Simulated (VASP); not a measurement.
# SiNi (Pmmn) in VASP: notebook

One crystal, SiNi, is run at these levels: PBE; tasks: relaxation of cell and atoms.

All numbers are computed with VASP 6.6.1; they aren't measurements. Logs are shortened: lines on timing, memory, paths and dates and some standing lists are left out, and cuts for length are marked.

**1. The crystal as given**

The structure is orthorhombic, space group Pmmn (No. 59). Conventional cell: a = 2.943 Å, b = 3.280 Å, c = 4.677 Å, α = 90.00°, β = 90.00°, γ = 90.00°. Si (site symmetry mm2) is surrounded by 6 Ni at 2.34 to 2.37 Å and 4 Si at 2.65 Å. Ni (site symmetry mm2) has 6 Si at 2.34 to 2.37 Å and 4 Ni at 2.65 Å as nearest neighbours.

The cell is a database's computed one.

**2. Relaxation of cell and atoms, PBE, target pressure 17.7 GPa, at which the enthalpy is minimised**

The input, INCAR:

```
  PREC = Accurate
  ENCUT = 600
  EDIFF = 1E-6
  ISMEAR = 1
  SIGMA = 0.1
  LREAL = F
  LASPH = T
  NELM = 80
  ALGO = Normal
  ISIF = 3
  LWAVE = F
  LCHARG = F
  GGA = PE
  IBRION = 2
  NSW = 90
  EDIFFG = -0.01
  PSTRESS = 177.0
  KPAR = 2
```

The input, KPOINTS:

```
regular mesh
0
Gamma
  12 12 8
```

The input, POSCAR:

```
SiNi
1.0
    2.9427706600      0.0000000000      0.0000000000
    0.0000000000      3.2803255400      0.0000000000
    0.0000000000      0.0000000000      4.6774467600
Si Ni
2 2
Direct
    0.0000000000      0.0000000000      0.1568568400
    0.5000000000      0.5000000000      0.8431431600
    0.0000000000      0.0000000000      0.6575044100
    0.5000000000      0.5000000000      0.3424955900
```

Potentials or basis: VASP PAW PBE potentials, release 64 (Si, Ni).

The run is started by

```
> cat potpaw_PBE.64/Si/POTCAR potpaw_PBE.64/Ni/POTCAR > POTCAR
> mpirun -np 2 vasp_std > vasp.out
```

OUTCAR:

```text
PREC = Accurate
   ENCUT = 600
   EDIFF = 1E-6
   ISMEAR = 1
   LREAL = F
   LASPH = T
   NELM = 80
   ISIF = 3
   GGA = PE
   IBRION = 2
   NSW = 90
   EDIFFG = -0.01
   PSTRESS = 177.0

 ion  position               nearest neighbor table
   1  0.000  0.000  0.157-   3 2.34   3 2.34   4 2.37   4 2.37   4 2.37   4 2.37   2 2.65   2 2.65
                             2 2.65   2 2.65
   2  0.500  0.500  0.843-   4 2.34   4 2.34   3 2.37   3 2.37   3 2.37   3 2.37   1 2.65   1 2.65
                             1 2.65   1 2.65
   3  0.000  0.000  0.658-   1 2.34   1 2.34   2 2.37   2 2.37   2 2.37   2 2.37   4 2.65   4 2.65
                             4 2.65   4 2.65
   4  0.500  0.500  0.342-   2 2.34   2 2.34   1 2.37   1 2.37   1 2.37   1 2.37   3 2.65   3 2.65
                             3 2.65   3 2.65

  LATTYP: Found a simple orthorhombic cell.
 ALAT       =     2.9427706600
 B/A-ratio  =     1.1147064855
 C/A-ratio  =     1.5894703667

  Lattice vectors:

 A1 = (   2.9427706600,   0.0000000000,   0.0000000000)
 A2 = (   0.0000000000,   3.2803255400,   0.0000000000)
 A3 = (   0.0000000000,   0.0000000000,   4.6774467600)

Analysis of symmetry for initial positions (statically):
=====================================================================
 Subroutine PRICEL returns:
 Original cell was already a primitive cell.

 Routine SETGRP: Setting up the symmetry group for a
 simple orthorhombic supercell.

 Subroutine GETGRP returns: Found  8 space group operations
 (whereof  4 operations were pure point group operations)
 out of a pool of  8 trial point group operations.

The static configuration has the point symmetry C_2v.
 The point group associated with its full space group is D_2h.

Analysis of symmetry for dynamics (positions and initial velocities):
=====================================================================
 Subroutine PRICEL returns:
 Original cell was already a primitive cell.

 Routine SETGRP: Setting up the symmetry group for a
 simple orthorhombic supercell.

 Subroutine GETGRP returns: Found  8 space group operations
 (whereof  4 operations were pure point group operations)
 out of a pool of  8 trial point group operations.

The dynamic configuration has the point symmetry C_2v.
 The point group associated with its full space group is D_2h.

 Subroutine INISYM returns: Found  8 space group operations
 (whereof  4 operations are pure point group operations),
[... 113 lines left out ...]
   EMIN   =  10.00;   EMAX   =-10.00  energy-range for DOS
   EFERMI =   0.00;   METHOD = LEGACY
   ISMEAR =     1;   SIGMA  =   0.10  broadening in eV -4-tet -1-fermi 0-gaus
   EFERMI_NEDOS =   21; number of points for ismear=-14 and -15
   IALGO  =     38    algorithm
   IMIX   =      4    mixing-type and parameters
     AMIX     =   0.40;   BMIX     =  1.00
     AMIX_MAG =   1.60;   BMIX_MAG =  1.00
  volume/ion in A,a.u.               =      11.29        76.18
  Fermi-wavevector in a.u.,A,eV,Ry     =   1.396047  2.638147 26.517045  1.948948
  Thomas-Fermi vector in A             =   2.519440
   LORBIT       =      0    0 simple, 1 ext, 2 COOP (PROOUT), +10 PAW based schemes
   GGA     = PE    functional components
   LHFCALC =     F    Hartree Fock is set to
   AEXX    =    0.0000 exact exchange contribution
   IVDW    =     0    specifies the selected vdW correction
   LEPSILON=     F    determine dielectric tensor
   LRPA    =     F    only Hartree local field effects (RPA)
 conjugate gradient relaxation of ions
 non-spin polarized calculation
 Methfessel and Paxton  Order N= 1 SIGMA  =   0.10
  energy-cutoff  :      600.00
  volume of cell :       45.15
 maximum number of plane-waves:      1536
 NGX is ok and might be reduce to    24
   NGX = 11   NGY = 13   NGZ = 19

--------------------------------------- Ionic step        1  -------------------------------------------

 number of electron      27.9999999 magnetization

 Free energy of the ion-electron system (eV)
  ---------------------------------------------------
  ext. energy  EPLUGINS =         0.00000000
  ---------------------------------------------------
  free energy    TOTEN  =       -23.58105451 eV

  energy without entropy =      -23.58146517  energy(sigma->0) =      -23.58119140

------------------------ aborting loop because EDIFF is reached ----------------------------------------

  FORCE on cell =-STRESS in cart. coord.  units (eV):
  Direction    XX          YY          ZZ          XY          YZ          ZX
  --------------------------------------------------------------------------------------
  -------------------------------------------------------------------------------------
  Total        1.7834888      1.7525619      1.9806025      0.0000000      0.0000000      0.0000000
  in kB       63.2847048     62.1873053     70.2790179      0.0000000      0.0000000      0.0000000
  external PRESSURE =    -111.7496573 kB  Pullay stress =     177.0000000 kB
[... 103 lines left out ...]
  energy  without entropy=      -23.4281325663  energy(sigma->0) =      -23.42762207

  enthalpy is  TOTEN    =       -18.6706104387 eV   P V=        4.7567563844

[... ionic steps 4 to 14 ...]

--------------------------------------- Ionic step       15  -------------------------------------------

 number of electron      28.0000007 magnetization

------------------------ aborting loop because EDIFF is reached ----------------------------------------
[... 75 lines left out ...]
--------------------------------------- Ionic step       17  -------------------------------------------

 number of electron      28.0000006 magnetization

 Free energy of the ion-electron system (eV)
  ---------------------------------------------------
  ext. energy  EPLUGINS =         0.00000000
  ---------------------------------------------------
  free energy    TOTEN  =       -23.41523967 eV

  energy without entropy =      -23.41615068  energy(sigma->0) =      -23.41554334

 E-fermi :  12.5478     XC(G=0): -12.8748

 val. band max:       12.5394327085   @ k =   0.4167   0.3333   0.3750
 cond. band min:      12.5850278528   @ k =   0.2500   0.2500   0.5000
 fundamental gap:      0.0455951443
 Fermi energy:        12.5478032181

 k-point     1 :       0.0000    0.0000    0.0000
  band No.  band energies     occupation
      1      -2.0990      2.00000
      2       3.9340      2.00000
      3       5.5137      2.00000
      4       7.9365      2.00000
      5       8.4990      2.00000
      6       9.4428      2.00000
[... 481 lines left out ...]
      5       8.4794      2.00000
      6       8.5077      2.00000
[... 10 lines left out ...]
     17      15.9485      0.00000
     18      17.7872      0.00000

 [... further k-points ...]
[... 5 lines left out ...]
  --------------------------------------------------------------------------------------
  -------------------------------------------------------------------------------------
  Total        4.7085280      4.7462212      4.7497897      0.0000000      0.0000000      0.0000000
  in kB      175.9224911    177.3308030    177.4641324      0.0000000      0.0000000      0.0000000
  external PRESSURE =      -0.0941911 kB  Pullay stress =     177.0000000 kB
[... 23 lines left out ...]
  energy  without entropy=      -23.4161506788  energy(sigma->0) =      -23.41554334

  enthalpy is  TOTEN    =       -18.6778723439 eV   P V=        4.7373673239

 reached required accuracy - stopping structural energy minimisation
```

Wall time 7.7 min (2 MPI ranks of Intel Xeon 6975P-C (Granite Rapids), shared host); peak memory 0.34 GiB.

What came out:

```yaml
Free_energy: -23.4152 eV
Relaxed_volume: 10.72 Å³/atom
Relaxed_cell: a = 2.867 Å, b = 3.231 Å, c = 4.630 Å, α = 90.00°, β = 90.00°, γ = 90.00°
Space_group_after_relaxing_to_0.05_Å: Pmmn (No. 59)
Energy_change_on_relaxing_the_enthalpy_is_what_falls: +41.5 meV/atom
Ionic_steps: 17
Pressure_after_relaxing: 17.7 GPa
Largest_force_after_relaxing: 0.009 eV/Å
Band_gap_on_the_k_mesh: none (metal or under the smearing width)
```

Forces in eV/Å, atoms in the order of the input:
```
Si   0.000  0.000  0.002
Si   0.000  0.000 -0.002
Ni   0.000  0.000  0.009
Ni   0.000  0.000 -0.009
```

Stress tensor (GPa, compression positive):
```
17.59  0.00  0.00
 0.00 17.73  0.00
 0.00  0.00 17.75
```

The path:
```csv
step,energy change (eV),largest force (eV/Å),pressure (GPa),volume (Å³)
1,0.0000,0.0655,6.53,45.15
2,0.6369,0.3984,38.16,40.20
3,0.1537,0.1937,17.61,43.06
4,0.1582,0.1958,17.85,43.02
5,0.1643,0.0579,17.91,42.90
6,0.1663,0.0438,17.78,42.88
7,0.1666,0.0419,17.82,42.88
8,0.1618,0.0047,17.63,42.92
9,0.1583,0.0414,17.40,42.95
10,0.1596,0.0264,17.41,42.94
11,0.1707,0.0188,17.88,42.84
12,0.1668,0.0216,17.88,42.87
13,0.1658,0.0225,17.76,42.88
14,0.1662,0.0219,17.73,42.88
15,0.1665,0.0217,17.75,42.88
16,0.1667,0.0216,17.78,42.87
17,0.1658,0.0092,17.69,42.88
```

Final structure:
```
CELL_PARAMETERS angstrom
2.86701 0.00000 0.00000
0.00000 3.23060 0.00000
0.00000 0.00000 4.62980
ATOMIC_POSITIONS crystal
Si 0.00000 0.00000 0.15464
Si 0.50000 0.50000 0.84536
Ni 0.00000 0.00000 0.65458
Ni 0.50000 0.50000 0.34542
```

Caveat: the cell is relaxed towards a set pressure, so the enthalpy falls and the energy may rise. Spin polarisation is off, so any magnetic state and its effect on volume and gap are missing.

**3. Relaxation of cell and atoms, PBE, target pressure 17.7 GPa, at which the enthalpy is minimised**

This run uses another cell than the first one, of 10.72 Å³/atom, 0.950 times its volume.

Changes to INCAR since step 2:

```diff
@@ -2,3 +2,3 @@
   ENCUT = 600
-  EDIFF = 1E-6
+  EDIFF = 1E-7
   ISMEAR = 1
@@ -15,3 +15,3 @@
   NSW = 90
-  EDIFFG = -0.01
+  EDIFFG = -0.005
   PSTRESS = 177.0
```

KPOINTS is that of step 2.

The input, POSCAR:

```
SiNi                                    
1.0
    2.8670066693      0.0000000000      0.0000000000
    0.0000000000      3.2306013382      0.0000000000
    0.0000000000      0.0000000000      4.6298007865
  Si              Ni            
     2     2
Direct
     0.0000000000000000    0.0000000000000000    0.1546438550249481
     0.5000000000000000    0.5000000000000000    0.8453561449750517
     0.0000000000000000    0.0000000000000000    0.6545799305212940
     0.5000000000000000    0.5000000000000000    0.3454200694787062
```

Potentials or basis: VASP PAW PBE potentials, release 64 (Si, Ni).

The run is started by

```
> cat potpaw_PBE.64/Si/POTCAR potpaw_PBE.64/Ni/POTCAR > POTCAR
> mpirun -np 2 vasp_std > vasp.out
```

OUTCAR:

```text
PREC = Accurate
   ENCUT = 600
   EDIFF = 1E-7
   ISMEAR = 1
   LREAL = F
   LASPH = T
   NELM = 80
   ISIF = 3
   GGA = PE
   IBRION = 2
   NSW = 90
   EDIFFG = -0.005
   PSTRESS = 177.0

 ion  position               nearest neighbor table
   1  0.000  0.000  0.155-   3 2.31   3 2.32   4 2.33   4 2.33   4 2.33   4 2.33   2 2.59   2 2.59
                             2 2.59   2 2.59
   2  0.500  0.500  0.845-   4 2.31   4 2.32   3 2.33   3 2.33   3 2.33   3 2.33   1 2.59   1 2.59
                             1 2.59   1 2.59
   3  0.000  0.000  0.655-   1 2.31   1 2.32   2 2.33   2 2.33   2 2.33   2 2.33   4 2.59   4 2.59
                             4 2.59   4 2.59
   4  0.500  0.500  0.345-   2 2.31   2 2.32   1 2.33   1 2.33   1 2.33   1 2.33   3 2.59   3 2.59
                             3 2.59   3 2.59

  LATTYP: Found a simple orthorhombic cell.
 ALAT       =     2.8670066693
 B/A-ratio  =     1.1268203080
 C/A-ratio  =     1.6148552552

  Lattice vectors:

 A1 = (   2.8670066693,   0.0000000000,   0.0000000000)
 A2 = (   0.0000000000,   3.2306013382,   0.0000000000)
 A3 = (   0.0000000000,   0.0000000000,   4.6298007865)

Analysis of symmetry for initial positions (statically):
=====================================================================
 Subroutine PRICEL returns:
 Original cell was already a primitive cell.

 Routine SETGRP: Setting up the symmetry group for a
 simple orthorhombic supercell.

 Subroutine GETGRP returns: Found  8 space group operations
 (whereof  4 operations were pure point group operations)
 out of a pool of  8 trial point group operations.

The static configuration has the point symmetry C_2v.
 The point group associated with its full space group is D_2h.

Analysis of symmetry for dynamics (positions and initial velocities):
=====================================================================
 Subroutine PRICEL returns:
 Original cell was already a primitive cell.

 Routine SETGRP: Setting up the symmetry group for a
 simple orthorhombic supercell.

 Subroutine GETGRP returns: Found  8 space group operations
[... 187 lines left out ...]
    total drift:                                0.000000     -0.000000      0.000000

  FREE ENERGIE OF THE ION-ELECTRON SYSTEM (eV)
  ---------------------------------------------------
  free  energy   TOTEN  =       -23.4144511733 eV

  energy  without entropy=      -23.4153620677  energy(sigma->0) =      -23.41475480

  enthalpy is  TOTEN    =       -18.6770838493 eV   P V=        4.7373673240

--------------------------------------- Ionic step        2  -------------------------------------------

 number of electron      28.0000006 magnetization

 Free energy of the ion-electron system (eV)
  ---------------------------------------------------
  ext. energy  EPLUGINS =         0.00000000
  ---------------------------------------------------
  free energy    TOTEN  =       -23.41563892 eV

  energy without entropy =      -23.41654237  energy(sigma->0) =      -23.41594007

 E-fermi :  12.5443     XC(G=0): -12.8736

 val. band max:       12.5351775889   @ k =   0.4167   0.3333   0.3750
 cond. band min:      12.5822563130   @ k =   0.2500   0.2500   0.5000
 fundamental gap:      0.0470787240
 Fermi energy:        12.5442992942

 k-point     1 :       0.0000    0.0000    0.0000
  band No.  band energies     occupation
      1      -2.1010      2.00000
      2       3.9289      2.00000
      3       5.5098      2.00000
      4       7.9343      2.00000
      5       8.4937      2.00000
      6       9.4414      2.00000
[... 481 lines left out ...]
      5       8.4768      2.00000
      6       8.5055      2.00000
[... 10 lines left out ...]
     17      15.9403      0.00000
     18      17.7851      0.00000

 [... further k-points ...]
[... 5 lines left out ...]
  --------------------------------------------------------------------------------------
  -------------------------------------------------------------------------------------
  Total        4.7205549      4.7478181      4.7351960      0.0000000      0.0000000      0.0000000
  in kB      176.3281918    177.3465586    176.8750827      0.0000000      0.0000000      0.0000000
  external PRESSURE =      -0.1500556 kB  Pullay stress =     177.0000000 kB

 VOLUME and BASIS-vectors are now :
 -----------------------------------------------------------------------------
  energy-cutoff  :      600.00
  volume of cell :       42.89
      direct lattice vectors                 reciprocal lattice vectors
     2.866309263  0.000000000  0.000000000     0.348880706  0.000000000  0.000000000
     0.000000000  3.231302306  0.000000000     0.000000000  0.309472747  0.000000000
     0.000000000  0.000000000  4.631068955     0.000000000  0.000000000  0.215932868

 POSITION                                       TOTAL-FORCE (eV/Angst)
 -----------------------------------------------------------------------------------
      0.00000      0.00000      0.71627         0.000000      0.000000      0.003171
      1.43315      1.61565      3.91480         0.000000      0.000000     -0.003171
      0.00000      0.00000      3.03184         0.000000      0.000000      0.003216
      1.43315      1.61565      1.59923         0.000000      0.000000     -0.003216
 -----------------------------------------------------------------------------------
    total drift:                                0.000000     -0.000000      0.000000

  FREE ENERGIE OF THE ION-ELECTRON SYSTEM (eV)
  ---------------------------------------------------
  free  energy   TOTEN  =       -23.4156389203 eV

  energy  without entropy=      -23.4165423703  energy(sigma->0) =      -23.41594007

  enthalpy is  TOTEN    =       -18.6770987215 eV   P V=        4.7385401988

 reached required accuracy - stopping structural energy minimisation
```

CONTCAR:

```text
SiNi
   1.00000000000000
     2.8663092634251091    0.0000000000000000    0.0000000000000000
     0.0000000000000000    3.2313023060655830    0.0000000000000000
     0.0000000000000000    0.0000000000000000    4.6310689546189590
  Si              Ni
     2     2
Direct
     0.0000000000000000    0.0000000000000000    0.1546656602707629
     0.5000000000000000    0.5000000000000000    0.8453343397292371
     0.0000000000000000    0.0000000000000000    0.6546744764692534
     0.5000000000000000    0.5000000000000000    0.3453255235307466

  0.00000000E+00  0.00000000E+00  0.00000000E+00
  0.00000000E+00  0.00000000E+00  0.00000000E+00
  0.00000000E+00  0.00000000E+00  0.00000000E+00
  0.00000000E+00  0.00000000E+00  0.00000000E+00
```

Wall time 96 s (2 MPI ranks of Intel Xeon 6975P-C (Granite Rapids), shared host); peak memory 0.32 GiB.

Results:

```yaml
Free_energy: -23.4156 eV
Relaxed_volume: 10.72 Å³/atom
Relaxed_cell: a = 2.866 Å, b = 3.231 Å, c = 4.631 Å, α = 90.00°, β = 90.00°, γ = 90.00°
Space_group_after_relaxing_to_0.05_Å: Pmmn (No. 59)
Energy_change_on_relaxing_the_enthalpy_is_what_falls: -0.3 meV/atom
Ionic_steps: 2
Pressure_after_relaxing: 17.7 GPa
Largest_force_after_relaxing: 0.003 eV/Å
Band_gap_on_the_k_mesh: none (metal or under the smearing width)
```

Forces in eV/Å, atoms in the order of the input:
```
Si   0.000  0.000  0.003
Si   0.000  0.000 -0.003
Ni   0.000  0.000  0.003
Ni   0.000  0.000 -0.003
```

The path:
| step | energy change (eV) | largest force (eV/Å) | pressure (GPa) | volume (Å³) |
| --- | --- | --- | --- | --- |
| 1 | 0.0000 | 0.0091 | 17.73 | 42.88 |
| 2 | -0.0012 | 0.0032 | 17.68 | 42.89 |

Final structure:
```cif
data_structure
_symmetry_space_group_name_H-M 'P 1'
_symmetry_Int_Tables_number 1
_cell_length_a 2.8663
_cell_length_b 3.2313
_cell_length_c 4.6311
_cell_angle_alpha 90.000
_cell_angle_beta 90.000
_cell_angle_gamma 90.000
_cell_volume 42.89
loop_
_atom_site_label
_atom_site_type_symbol
_atom_site_fract_x
_atom_site_fract_y
_atom_site_fract_z
_atom_site_occupancy
Si1 Si 0.00000 0.00000 0.15467 1
Si2 Si 0.50000 0.50000 0.84533 1
Ni1 Ni 0.00000 0.00000 0.65467 1
Ni2 Ni 0.50000 0.50000 0.34533 1
```

Levels at points of the mesh, in eV from the Fermi level:
```tsv
k point	band 12	band 13	band 14	band 15	band 16	band 17
(0.00, 0.00, 0.00)	-2.08	-2.04	-1.46	1.59	2.80	5.46
(0.50, 0.00, 0.00)	-2.75	-1.60	-1.60	1.96	1.96	3.56
(0.00, 0.50, 0.00)	-2.33	-2.31	-2.31	1.24	1.24	5.41
(0.50, 0.50, 0.00)	-2.21	-1.60	-1.60	1.82	1.82	2.12
(0.00, 0.00, 0.50)	-2.13	1.11	1.63	1.89	2.50	3.25
(0.50, 0.00, 0.50)	-2.35	-1.39	-1.39	3.69	3.69	5.53
(0.00, 0.50, 0.50)	-2.17	-2.10	-2.10	5.24	5.24	5.81
(0.50, 0.50, 0.50)	-2.24	-1.52	-1.52	-0.44	-0.44	1.32
```

Caveat: the cell is relaxed towards a set pressure, so the enthalpy falls and the energy may rise.
